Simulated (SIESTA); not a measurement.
Co:

```
Co
1.0
     2.48736    0.00000    0.00000
    -1.24368    2.15412    0.00000
     0.00000    0.00000    4.06329
Co
2
Direct
  0.33333 0.66667 0.74014
  0.66667 0.33333 0.25986
```

Program: SIESTA 5.4.2. Alike in all runs: task single point; level PBE; potentials or basis PseudoDojo 0.4 standard (PBE files), DZP (energy shift 0.003 Ry; two zetas on semicore shells); spin collinear, ferromagnetic start; cell as given; k mesh 12 × 12 × 7; smearing fermi-dirac 0.05 eV; grid cutoff 800 Ry; energy shift 0.003 Ry.

Q: Order these runs on this cell by their pressure, lowest first.
A. fixed moment (μB) 2.0
B. fixed moment (μB) 1.0
C. fixed moment (μB) 4.0
D. fixed moment (μB) 5.0
E. fixed moment (μB) 3.0

A: B (-10.3 GPa), A (-7.2 GPa), E (-1.8 GPa), C (8.0 GPa), D (22.9 GPa).

Caveats: short orbitals over semicore shells can move pressures by several GPa; the basis of atomic orbitals isn't converged, which shifts pressures, moduli and gaps; the total moment is fixed, so each spin has its own Fermi level; the moment is held away from its start (some runs).
